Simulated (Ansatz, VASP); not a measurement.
# Os: VASP beside Ansatz

```
Os
1.0
     0.00000    1.91028    1.91028
     1.91028    0.00000    1.91028
     1.91028    1.91028    0.00000
Os
1
Direct
  0.00000 0.00000 0.00000
```

Alike in both runs: functional PBEsol; k mesh 8 × 8 × 8; occupations gaussian, width 0.1 eV; no spin polarisation.

Ansatz relaxed the structure, and its values are those at the end. VASP's run is a single point on that final structure, the one shown.

|  | VASP | Ansatz |
| --- | --- | --- |
| version | VASP 6.6.1 | Ansatz 0.2.0 |
| potentials or method | VASP PAW PBE potentials, release 64 (Os) | scalar-relativistic, plane waves, PAW |
| plane-wave cutoff (eV) | 520 | 420 |
| valence electrons in the cell | 8 | 16 |

```csv
,VASP,Ansatz,Ansatz less VASP
gap on the k mesh at the Fermi level (eV),none,none,-
pressure (GPa),0.5,0.0,-0.49
```

A gap of «none» marks a metal or a gap that the smearing closes. The two sets of potentials don't hold the same shells in valence.

Caveats: the PAW data sets were made with another functional, which shifts forces and pressure a little (VASP). Spin-orbit coupling is left out, which matters for the levels of Os.
